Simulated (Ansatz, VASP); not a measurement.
# Cross-check of CdS (Hawleyite) between VASP and Ansatz, part 2 of 2

One calculation is typed for both programs; each brings its own data sets and cutoff. How far apart do they land?

VASP 6.6.1 and Ansatz 0.2.0.

So far. Step 3 (VASP: single point, PBEsol): The run ends at a pressure of -0.25 GPa. Step 6 (Ansatz: single point, LDA, volume scaled by 1.015): The run ends at a pressure of -1.48 GPa.

## (8) VASP: single point, r2SCAN, volume scaled by 0.985

Level of this step: r2SCAN; plane waves and PAW (Cd, S) (VASP).

A single point gives forces, pressure and levels at one fixed geometry, so differences don't come from the geometry; what else differs is listed under the comparison. The cell compared in this pair holds 50.25 Å³, against 48.80 Å³ for the pair before.

The input asks for a relaxation, which ended at its first step since no free force or stress exceeded the threshold; so it serves as a single point.

INCAR reads:

```
SYSTEM = CdS
PREC = Accurate
ENCUT = 500
EDIFF = 1E-06
NELM = 100
ISMEAR = 0
SIGMA = 0.03
LREAL = .FALSE.
ALGO = Normal
METAGGA = R2SCAN
LASPH = .TRUE.
NBANDS = 15
LORBIT = 11
LWAVE = .FALSE.
LCHARG = .FALSE.
KPAR = 4
IBRION = 2
NSW = 30
ISIF = 4
EDIFFG = -0.01
```

POSCAR reads:

```
CdS
1.0
    0.0000000000      2.9289089278      2.9289089278
    2.9289089278      0.0000000000      2.9289089278
    2.9289089278      2.9289089278      0.0000000000
Cd S
1 1
Direct
    0.0000000000      0.0000000000      0.0000000000
    0.7500000000      0.7500000000      0.7500000000
```

KPOINTS reads:

```
Automatic mesh
0
Gamma
6 6 6
0 0 0
```

PAW data sets: Cd and S (PBE family, release 64).

On the command line:

```
$ mpirun -np 4 vasp_std
```

Numbers of over 12 decimals in the logs are rounded to 6 here.

The program printed:

```text
[banner, memory and clock lines left out]
running    4 mpi-ranks, on    1 nodes
[...]
[... a notice as in an earlier step ...]

 LDA part: xc-table for (None), standard interpolation
 POSCAR, INCAR and KPOINTS ok, starting setup
[...]
entering main loop
       N       E                     dE             d eps       ncg     rms          rms(c)
DAV:   1     0.819665884744E+02    0.81967E+02   -0.88717E+03   480   0.108E+03
DAV:   2    -0.302810234083E+02   -0.11225E+03   -0.10619E+03   585   0.269E+02
DAV:   3    -0.348414467262E+02   -0.45604E+01   -0.45509E+01   592   0.564E+01
DAV:   4    -0.348705153102E+02   -0.29069E-01   -0.29066E-01   606   0.450E+00
[...]
DAV:  12    -0.296820488446E+02    0.17302E-04   -0.16672E-04   522   0.152E-01    0.338E-02
DAV:  13    -0.296820475655E+02    0.12792E-05   -0.39397E-06   634   0.296E-02    0.560E-03
DAV:  14    -0.296820472305E+02    0.33503E-06   -0.29558E-07   303   0.626E-03
   1 F= -.29682047E+02 E0= -.29682047E+02  d E =-.296820E+02
[...]
reached required accuracy - stopping structural energy minimisation
```

From OUTCAR (step 8):

```text
  Total        0.2988033      0.2988033      0.2988033      0.0000000      0.0000000      0.0000000
  in kB        9.5268283      9.5268283      9.5268283      0.0000000      0.0000000      0.0000000
  external PRESSURE =       9.5268283 kB  Pullay stress =       0.0000000 kB

 POSITION                                       TOTAL-FORCE (eV/Angst)
 -----------------------------------------------------------------------------------
      0.00000      0.00000      0.00000         0.000000      0.000000      0.000000
      4.39336      4.39336      4.39336        -0.000000     -0.000000     -0.000000
 -----------------------------------------------------------------------------------
    total drift:                               -0.000001     -0.000001     -0.000001

  FREE ENERGIE OF THE ION-ELECTRON SYSTEM (eV)
  ---------------------------------------------------
  free  energy   TOTEN  =       -29.6820472305 eV

  energy  without entropy=      -29.6820472305  energy(sigma->0) =      -29.68204723

[... 2 parts as in an earlier step ...]

[... 2 further parts left out ...]
[key lines of the parts left out:]
E-fermi :   1.0948
```

## (9) Ansatz: single point, r2SCAN, volume scaled by 0.985

The same cell, functional, mesh and smearing now go to Ansatz, which takes its cutoff from its data sets.

The cell is a member of a volume series, scaled by 0.985 from a relaxed one, so a pressure remains.

input.yaml reads:

```yaml
crystal:
  lattice:
    - [0.0, 2.92890893, 2.92890893]
    - [2.92890893, 0.0, 2.92890893]
    - [2.92890893, 2.92890893, 0.0]
  atoms:
    - { symbol: Cd, position: [0.0, 0.0, 0.0] }
    - { symbol: S, position: [0.75, 0.75, 0.75] }
hamiltonian:
  xc: r2scan
  pseudopotentials: { kind: paw }
kpoints:
  mp_grid: { grid: [6, 6, 6] }
scf:
  occupations: { method: gaussian, width: 0.03 }
  n_extra_bands: 4
output:
  forces: true
  stress: true
  eigenvalues: true
```

On the command line:

```
$ ansatz run input.yaml --threads 2 --pin off --max-ram 4608MiB --backend cpu --events-out ev --progress --plain --runs-dir out
```

The program printed:

```text
[...]
Crystal: 2 atoms, lattice volume = 50.251 Å³
Basis set: ecut = 500 eV, 1243 PW (Γ), exchange–correlation on 128×128×128 points (64 copies of the dense FFT grid, shifted against one another)
Bands: 17, of which v1, the nominal top of the filled ones, is band 13 counted from 1 (12 counted from 0)
Symmetry: 24 space group operations
[...]
--- Band table (eV; the first three rows and the last of 16) ---
  k-point 0: bands = [... 9 lower, -1.0007, 6.4650, 6.4650, 6.4650, 8.0309, 13.5310, 13.5310, 13.5310]
  k-point 1: bands = [... 9 lower, -1.0011, 5.0083, 6.2627, 6.2627, 9.1631, 13.1280, 13.8487, 13.8487]
  k-point 2: bands = [... 9 lower, -0.9841, 3.0876, 5.8924, 5.8924, 9.8849, 13.5897, 14.0381, 14.0381]
  k-point 15: bands = [... 9 lower, -0.4185, 2.6052, 4.3090, 4.3467, 11.5077, 12.0112, 15.1772, 15.2615]
[key lines of the parts left out:]
SCF converged after 6 iterations
Free energy (F): -9175.607675 eV
Fermi energy:    7.248261 eV
P = ⅓ Tr σ = 0.6414 GPa (6.414 kbar)
```

Run time: 3.5 s. Hardware: 2 threads of Arm Neoverse N1, shared host; peak memory 0.43 GiB; 6.3 s of CPU time.

The run ends at a pressure of 0.64 GPa.

## (10) Differences

What differs besides the data sets and the points named for the pairs above, as far as they apply: VASP keeps PBE cores, Ansatz makes them for the functional. Total energies have different zeros and are not compared.

The two programs side by side:

```
              quantity  Ansatz   VASP  difference
        pressure (GPa)    0.64   0.95       -0.31
gap on the k mesh (eV)   1.566  1.562      +0.004
```

A gap on the mesh is an upper bound, since the band edges may lie between its points.

## (11) Results

```
difference in gap on the k mesh (single point, PBEsol)                         : -0.0023 eV
difference in gap on the k mesh (single point, LDA, volume scaled by 1.015)    : -0.029 eV
difference in gap on the k mesh (single point, r2SCAN, volume scaled by 0.985) : 0.0040 eV
```

What this shows: The difference in gap on the k mesh is -0.029 eV (single point, LDA, volume scaled by 1.015), within the 0.08 eV picked in this series as the mark of a large difference. 3 further runs of this series are not shown here. Such differences can come from data sets, numerical settings and the points named under the comparisons, not from the functional's error against experiment.

[Lines on the potential files, build, host, timing and source positions are cut from VASP's logs without a mark.]

[Logs are printed without paths, hosts, clocks, repeated set-up lines and the standing remarks that a program may print on its own settings, such as how far it seeks lower states.]

[Hosts, paths, dates, database ids (printed as entryN), source tags and the programs' standing remarks are cut or masked in the printed files.]
